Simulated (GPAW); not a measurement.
# SnSe in GPAW: single point with LDA

Aim: the single point of SnSe with LDA.

Everything below comes from runs of GPAW 26.7.0. Logs are shortened: lines on timing, memory, paths and dates and some standing lists are left out, and cuts for length are marked. The log counts tension as positive stress, the text compression.

## Step 1: The structure

The cell holds a slab with vacuum, 4 atoms: a = 4.285 Å, b = 4.285 Å, c = 10.991 Å, α = 90.00°, β = 90.00°, γ = 90.00°.

## Step 2: Single point, LDA

run.py

```python
from ase import Atoms
from ase.dft.bandgap import bandgap
from ase.io import write
from ase.units import GPa
from gpaw import GPAW, PW

atoms = Atoms(['Sn', 'Sn', 'Se', 'Se'],
              cell=[[4.2853274191, 0.0, 0.0],
                    [0.0, 4.2853274191, 0.0],
                    [0.0, 0.0, 10.99069213]],
              scaled_positions=[[0.0, 0.5, 0.62777089],
                                [0.5, 0.0, 0.37222911],
                                [0.0, 0.5, 0.38396051],
                                [0.5, 0.0, 0.61603949]],
              pbc=True)

calc = GPAW(mode=PW(450),
            xc='LDA',
            kpts={'size': (5, 5, 2), 'gamma': True},
            occupations={'name': 'fermi-dirac', 'width': 0.05},
            nbands=33,
            maxiter=120,
            txt='gpaw.txt')
atoms.calc = calc
energy = atoms.get_potential_energy()
forces = atoms.get_forces()
stress = atoms.get_stress()
calc.write('gs.gpw')
write('result.traj', atoms)
print(f'Energy: {energy:.6f} eV')
print('Forces (eV/A):')
print(forces.round(4))
print('Stress (GPa):', (stress / GPa).round(3))
print('Fermi level:', round(calc.get_fermi_level(), 4), 'eV')
print(f'Gap: {bandgap(calc)[0]:.4f} eV, direct: {bandgap(calc, direct=True)[0]:.4f} eV')
```

Potentials or basis: the program's PAW data sets (release 1.2.1) made for this functional, pw.

Launch:

```
$ OMP_NUM_THREADS=1 python run.py
```

gpaw.txt:

```text
__  _  _
 | _ |_)|_||  |
 |__||  | ||/\| - 26.7.0

Input parameters:
  mode=PW(ecut=450.00000000000006),
  kpts=MonkhorstPack(size=(5, 5, 2), gamma=True),
  maxiter=120,
  nbands=33,
  occupations=Occupations(name='fermi-dirac', width=0.05),
  xc=XC(name='LDA')

Diagonalizing LCAO Hamiltonian
Converting LCAO to pw mode
    .----------.
   /|          |
  / |          |
 *  |          |
 |  |          |
 |  |          |
 |  |          |
 | Sn          |
 |  |  Se      |
 |  |          |
 | Se          |
 |  |          |
 |  |  Sn      |
 |  |          |
 |  .----------.
 | /          /
 |/          /
 *----------*

Atoms  # Å, Bohr magnetons
|   | symbol |        x |        y |        z |    initial magnetic moments |
|---|--------|----------|----------|----------|-----------------------------|
| 0 |     Sn | 0.000000 | 2.142664 | 6.899637 | ( 0.0000,  0.0000,  0.0000) |
| 1 |     Sn | 2.142664 | 0.000000 | 4.091056 | ( 0.0000,  0.0000,  0.0000) |
| 2 |     Se | 0.000000 | 2.142664 | 4.219992 | ( 0.0000,  0.0000,  0.0000) |
| 3 |     Se | 2.142664 | 0.000000 | 6.770700 | ( 0.0000,  0.0000,  0.0000) |

Unit cell  # Å
| periodic |        x |        y |         z |   lengths |    angles |
|----------|----------|----------|-----------|-----------|-----------|
|      yes | 4.285327 | 0.000000 |  0.000000 |  4.285327 | 90.000000 |
|      yes | 0.000000 | 4.285327 |  0.000000 |  4.285327 | 90.000000 |
|      yes | 0.000000 | 0.000000 | 10.990692 | 10.990692 | 90.000000 |

Number of symmetries: 8
Symmetry operations  # r_c * U_cc + t_c -> r_c
|   | kind |            matrix            |
|---|------|------------------------------|
| 0 |  E   |  1, 0, 0,  0, 1, 0,  0, 0, 1 |
| 1 |  σ   |  1, 0, 0,  0,-1, 0,  0, 0, 1 |
| 2 |  C2  |  0, 1, 0,  1, 0, 0,  0, 0,-1 |
| 3 |  S4  |  0, 1, 0, -1, 0, 0,  0, 0,-1 |
| 4 |  S4  |  0,-1, 0,  1, 0, 0,  0, 0,-1 |
| 5 |  C2  |  0,-1, 0, -1, 0, 0,  0, 0,-1 |
| 6 |  σ   | -1, 0, 0,  0, 1, 0,  0, 0, 1 |
| 7 |  C2  | -1, 0, 0,  0,-1, 0,  0, 0, 1 |

BZ-sampling:
  Number of BZ points: 50
  Number of IBZ points: 12

  Monkhorst-Pack size: [5, 5, 2]
  Monkhorst-Pack shift: [0.0, 0.0, 0.25]

K-points  # in reciprocal-cell coordinates
|     |                                coordinates |     weight |
|-----|--------------------------------------------|------------|
|   0 | (  0.00000000,   0.00000000,   0.00000000) | 0.02000000 |
|   1 | (  0.00000000,   0.00000000,   0.50000000) | 0.02000000 |
|   2 | (  0.20000000,   0.00000000,   0.00000000) | 0.08000000 |
|   3 | (  0.20000000,   0.00000000,   0.50000000) | 0.08000000 |
|   4 | (  0.20000000,   0.20000000,   0.00000000) | 0.08000000 |
|   5 | (  0.20000000,   0.20000000,   0.50000000) | 0.08000000 |
|   6 | (  0.40000000,   0.00000000,   0.00000000) | 0.08000000 |
|   7 | (  0.40000000,   0.00000000,   0.50000000) | 0.08000000 |
|   8 | (  0.40000000,   0.20000000,   0.00000000) | 0.16000000 |
|   9 | (  0.40000000,   0.20000000,   0.50000000) | 0.16000000 |
| ... |                                            |            |
|  11 | (  0.40000000,   0.40000000,   0.50000000) | 0.08000000 |

Plane wave coefficients: 4438
Cutoff: 450.00000000000006 eV

Spin-components: 1 (collinear spins)
Bands:           33
Projectors:      22
Spin-degeneracy: 2
Datatype:        complex128

Parallelization:
  kpt:    1
  domain: 1
  band:   1

Density:
  Valence electrons: 40.0
  Components: 1
  Grid points: [21 21 54]
  Charge: 0.0  # |e|

Potential:
  Grid points: [21 21 54]

species:
  Sn:
    name:    Tin
    Z:       50.0
    valence: 14
    core:    36
    charge:  0.0  # [|e|]
    compensation charges:
      type: gauss
      rc: 0.38  # [Å]
      lmax: 2
    cutoffs:
      filter: 2.23  # [Å]
      core: 2.35  # [Å]
    projectors
    | kind |    occ | energy [eV] | rcut [Å] |
    |------|--------|-------------|----------|
    |   5s |  2.000 |     -10.799 |    1.201 |
    |   5p |  2.000 |      -3.869 |    1.270 |
    |   4d | 10.000 |     -25.910 |    1.185 |
    |    s |        |      16.413 |    1.201 |
    |    p |        |      23.342 |    1.270 |
    |    d |        |       1.302 |    1.185 |

    Using partial waves for Sn as LCAO basis

  Se:
    name:    Selenium
    Z:       34.0
    valence: 6
    core:    28
    charge:  0.0  # [|e|]
    compensation charges:
      type: gauss
      rc: 0.27  # [Å]
      lmax: 2
    cutoffs:
      filter: 1.77  # [Å]
      core: 2.67  # [Å]
    projectors
    | kind |    occ | energy [eV] | rcut [Å] |
    |------|--------|-------------|----------|
    |   4s |  2.000 |     -17.472 |    0.847 |
    |   4p |  4.000 |      -6.656 |    1.005 |
    |    s |        |       9.739 |    0.847 |
    |    p |        |      20.555 |    1.005 |
    |    d |        |       0.000 |    0.847 |

    Using partial waves for Se as LCAO basis

Reference energy: -467765.520903  # eV

eigensolver:
  PPCG
  Converge bands: occupied
  niter=2

density mixing:
  MSR1-Mixer
  Pratt-step length: 0.05
  Maximum mixing coefficient: 0.75
  Old densities: 10
  SVD Regularization: 0.005
  Good broyden scale: 1.0
  Trust region scale: 1.0
  Backstep threshold: 4.0
  History deletion threshold: 6.0
  Fourier metric: weight=20.0, sigma=0.015

occupation numbers:
  Fermi-Dirac:
    width: 0.0500  # eV

poisson solver:
  ecut: 3600.0000000000005  # eV

xc functional:
  name: None

convergence criteria:
- Maximum [total energy] change in last 3 cyles: 0.0005 eV / valence electron
- Maximum integral of absolute [dens]ity change: 0.0001 electrons / valence electron
- Maximum integral of absolute [eigenst]ate change: 4e-08 eV^2 / valence electron
maximum number of iterations: 120

SCF iterations
|iter     | |      energy | eigst |  dens |
|---------|-|-------------|-------|-------|
|iter:   1| |  -19.202381 | -0.11 |       |
|iter:   2| |  -19.115878 | -2.03 | -1.27 |
|iter:   3| |  -18.789735 | -2.11 | -1.32 |
|iter:   4| |  -18.782147 | -2.91 | -1.85 |
|iter:   5| |  -18.778730c| -3.53 | -2.29 |
|iter:   6| |  -18.778421c| -4.45 | -2.61 |
|iter:   7| |  -18.778430c| -5.51 | -3.42 |
|iter:   8| |  -18.778432c| -6.25 | -3.97 |
|iter:   9| |  -18.778432c| -6.96 | -4.69c|
|iter:  10| |  -18.778432c| -7.71c| -5.22c|

Converged in 10 steps
Energy contributions relative to reference atoms: (reference = -467765.520903)

Energy contributions:
  Kinetic:          21.074914
  Coulomb:         -22.599642
  Zero:             -0.035022
  External:          0.000000
  Xc:              -17.218643
  Entropy:          -0.000079
  Spinorbit:         0.000000
  ----------------------------
  Free energy:     -18.778472
  Extrapolated:    -18.778432

dipole moment: (-30.454659, -30.454659, 0.000096)  # |e|*Ang

Fermi level: 1.227
Eigenvalues  # (at kpt = [0.000, 0.000, 0.000])
| band index |      eig [eV] | occ [0-2] |
|------------|---------------|-----------|
|          0 |       -20.342 |     2.000 |
|        ... |               |           |
|         12 |        -5.692 |     2.000 |
|         13 |        -4.403 |     2.000 |
|         14 |        -2.784 |     2.000 |
|         15 |        -2.367 |     2.000 |
|         16 |        -2.367 |     2.000 |
|         17 |        -1.036 |     2.000 |
|         18 |        -1.036 |     2.000 |
|         19 |         0.365 |     2.000 |
|         20 |         2.210 |     0.000 |
|         21 |         4.414 |     0.000 |
|         22 |         4.420 |     0.000 |
|         23 |         4.963 |     0.000 |
|         24 |         4.963 |     0.000 |
|         25 |         5.976 |     0.000 |
|         26 |         6.264 |     0.000 |
|         27 |         6.264 |     0.000 |
|        ... |               |           |
|         32 |         9.401 |     0.000 |

Gap: 0.821 eV
Transition (v -> c):
  (s=0, k=7, n=19, [0.40, 0.00, 0.50]) -> (s=0, k=7, n=20, [0.40, 0.00, 0.50])
No difference between direct/indirect transitions

Forces  # eV/Ang
|       x |       y |        z |
|---------|---------|----------|
| 0.00000 | 0.00000 | -0.24404 |  # Sn   0
| 0.00000 | 0.00000 |  0.24404 |  # Sn   1
| 0.00000 | 0.00000 |  0.07532 |  # Se   2
| 0.00000 | 0.00000 | -0.07532 |  # Se   3

Stress tensor  # eV/Ang^3
|         x |        y |         z |
|-----------|----------|-----------|
|  0.014271 | 0.000000 | -0.000000 |
|  0.000000 | 0.014271 |  0.000000 |
| -0.000000 | 0.000000 |  0.007753 |

# Writing to gs.gpw (mode='')
```

It took 30 s on 1 thread of Arm Neoverse V2, shared host; peak memory 0.2 GiB.

What came out:

* Free energy: -18.7785 eV
* Largest force: 0.244 eV/Å
* Band gap on the k mesh: 0.82 eV, direct

Forces in eV/Å, atoms in the order of the input:
```
Sn   0.000  0.000 -0.244
Sn   0.000  0.000  0.244
Se   0.000  0.000  0.075
Se   0.000  0.000 -0.075
```

Caveat: the cutoff is short for stress and forces, so pressures can be off by a GPa or more; spin-orbit coupling is left out, which moves the levels of the heavy elements.
